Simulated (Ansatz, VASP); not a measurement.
# One calculation of WC (Qusongite), two programs

The input INCAR:

```
ALGO = Normal
EDIFF = 1E-6
ENCUT = 520
GGA = PE
ISIF = 2
ISMEAR = 0
LASPH = T
LCHARG = T
LELF = T
LREAL = F
LVHAR = T
LWAVE = F
NBANDS = 16
NELM = 60
PREC = Accurate
SIGMA = 0.015
```

KPOINTS

```
k-points
0
Gamma
  10 10 9
```

POSCAR

```
WC
1.0
    2.9065000000      0.0000000000      0.0000000000
   -1.4532500000      2.5171028361      0.0000000000
    0.0000000000      0.0000000000      2.8366000000
W C
1 1
Direct
    0.0000000000      0.0000000000      0.0000000000
    0.6666666667      0.3333333333      0.5000000000
```

File input.yaml:

```yaml
crystal:
  lattice:
    - [2.9065, 0.0, 0.0]
    - [-1.45325, 2.5171028361, 0.0]
    - [0.0, 0.0, 2.8366]
  atoms:
    - { symbol: W, position: [0.0, 0.0, 0.0] }
    - { symbol: C, position: [0.6666666667, 0.3333333333, 0.5] }
hamiltonian:
  xc: pbe
  pseudopotentials: { kind: paw }
kpoints:
  mp_grid: { grid: [10, 10, 9] }
scf:
  occupations: { method: gaussian, width: 0.015 }
output:
  forces: true
  stress: true
  eigenvalues: true
```

Alike in both runs: task single point; functional PBE; k mesh 10 × 10 × 9; occupations gaussian, width 0.015 eV; no spin polarisation.

|  | VASP | Ansatz |
| --- | --- | --- |
| version | VASP 6.6.1 | Ansatz 0.2.0 |
| potentials or method | VASP PAW PBE potentials, release 64 (W_sv, C) | Ansatz PAW |
| plane-wave cutoff (eV) | 520 | 420 |
| valence electrons in the cell | 18 | 18 |

Ansatz gave:

| Item | Value |
| --- | --- |
| gap on the k mesh at the Fermi level (eV) | none |
| pressure (GPa) | 5.6 |
| largest component of the traceless stress (GPa) | 0.61 |

Which values does VASP return?

gap on the k mesh at the Fermi level (eV): none; pressure (GPa): 6.7; largest component of the traceless stress (GPa): 0.44.

A gap of «none» marks a metal or a gap that the smearing closes. With one functional, cell and mesh, what is left measures potentials, basis and numerics.

Caveats: the pressure holds a Pulay correction of +0.3 GPa for the finite cutoff (Ansatz). Spin-orbit coupling is left out, which matters for the levels of W.
